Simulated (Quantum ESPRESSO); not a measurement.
A calculation with Quantum ESPRESSO 7.5 of Ce (native input, structure typed inline):

pw.in

```
&CONTROL
  calculation = 'scf'
  prefix = 'pwscf'
  outdir = './tmp'
  pseudo_dir = './pseudo'
  tprnfor = .true.
  tstress = .true.
  disk_io = 'low'
/
&SYSTEM
  ibrav = 0
  nat = 1
  ntyp = 1
  ecutwfc = 55
  ecutrho = 440
  nbnd = 15
  input_dft = 'pbesol'
  occupations = 'smearing'
  smearing = 'fd'
  degauss = 0.00367493
  nspin = 2
  starting_magnetization(1) = 0.0833
/
&ELECTRONS
  conv_thr = 2d-10
  electron_maxstep = 120
  mixing_beta = 0.3
/
ATOMIC_SPECIES
Ce   140.1160 Ce.paw.z_12.atompaw.wentzcovitch.v1.2.upf
CELL_PARAMETERS angstrom
   0.0000000000    2.5806000000    2.5806000000
   2.5806000000    0.0000000000    2.5806000000
   2.5806000000    2.5806000000    0.0000000000
ATOMIC_POSITIONS crystal
Ce     0.0000000000    0.0000000000    0.0000000000
K_POINTS automatic
9 9 9 0 0 0
```

Contents of pp_density.in:

```
&INPUTPP
  prefix = 'pwscf'
  outdir = './tmp'
  filplot = 'density.dat'
  plot_num = 0
/
&PLOT
  nfile = 1
  filepp(1) = 'density.dat'
  iflag = 3
  output_format = 6
  fileout = 'density.cube'
/
```

File pp_potential.in:

```
&INPUTPP
  prefix = 'pwscf'
  outdir = './tmp'
  filplot = 'potential.dat'
  plot_num = 11
/
&PLOT
  nfile = 1
  filepp(1) = 'potential.dat'
  iflag = 3
  output_format = 6
  fileout = 'potential.cube'
/
```

The input pp_spin.in:

```
&INPUTPP
  prefix = 'pwscf'
  outdir = './tmp'
  filplot = 'spin.dat'
  plot_num = 6
/
&PLOT
  nfile = 1
  filepp(1) = 'spin.dat'
  iflag = 3
  output_format = 6
  fileout = 'spin.cube'
/
```

Potentials or basis: SSSP 1.3 efficiency PBE.

The run is started by

```console
$ OMP_NUM_THREADS=1 mpirun -n 2 pw.x -nk 2 -in pw.in > pw.out
$ OMP_NUM_THREADS=1 mpirun -n 1 pp.x -in pp_density.in > pp_density.out
$ OMP_NUM_THREADS=1 mpirun -n 1 pp.x -in pp_potential.in > pp_potential.out
$ OMP_NUM_THREADS=1 mpirun -n 1 pp.x -in pp_spin.in > pp_spin.out
```

**Question.** Write the same calculation in another form: ASE script, structure from a POSCAR.

**Answer.** As run:

Contents of run.py:

```python
import numpy as np
from ase.calculators.espresso import Espresso, EspressoProfile
from ase.io import read

atoms = read('POSCAR')
atoms.set_initial_magnetic_moments([1.0])

input_data = {
    'control': {'calculation': 'scf', 'prefix': 'pwscf', 'outdir': './tmp', 'tprnfor': True, 'tstress': True, 'disk_io': 'nowf'},
    'system': {'ecutwfc': 55.0, 'ecutrho': 440.0, 'nbnd': 15, 'input_dft': 'pbesol', 'occupations': 'smearing', 'smearing': 'fd', 'degauss': 0.00367493, 'nspin': 2},
    'electrons': {'conv_thr': 2e-10, 'electron_maxstep': 120, 'mixing_beta': 0.3},
}
pseudopotentials = {'Ce': 'Ce.paw.z_12.atompaw.wentzcovitch.v1.2.upf'}
profile = EspressoProfile(command='mpirun -n 2 pw.x -nk 2', pseudo_dir='pseudo')
dft = Espresso(profile=profile, input_data=input_data, pseudopotentials=pseudopotentials, kpts=(9, 9, 9), koffset=(0, 0, 0))
atoms.calc = dft

print(f'energy {atoms.get_potential_energy():.8f} eV')
print('forces (eV/A)')
print(np.round(atoms.get_forces(), 6))
print('stress (eV/A^3, Voigt)')
print(np.round(atoms.get_stress(), 8))
print(f'Fermi level {dft.get_fermi_level():.4f} eV')
```

File POSCAR:

```
Ce
1.0
    0.0000000000      2.5806000000      2.5806000000
    2.5806000000      0.0000000000      2.5806000000
    2.5806000000      2.5806000000      0.0000000000
Ce
1
Direct
    0.0000000000      0.0000000000      0.0000000000
```

Potentials or basis: SSSP 1.3 efficiency PBE.

Launch:

```bash
$ OMP_NUM_THREADS=1 python run.py
```

Both were run:

|  | native input, structure typed inline | ASE script, structure from a POSCAR |
| --- | --- | --- |
| Pressure | -7.6 GPa | -7.6 GPa |
| Band gap on the k mesh | none (metal or under the smearing width) | none (metal or under the smearing width) |
| Net moment | 0.76 μB per cell | 0.76 μB per cell |
| Absolute moment | 0.76 μB per cell | 0.76 μB per cell |
| Site moments | Ce +0.67 μB | Ce +0.67 μB |
| Valence electrons inside the program's atomic spheres | Ce 10.44 | Ce 10.44 |

Keys that steer only the numerical path or the files written may differ.

Caveat: the potentials were made for another functional, which shifts forces and pressure; the magnetic or orbital state may not be the lowest; spin-orbit coupling is left out, which moves the levels of the heavy elements.
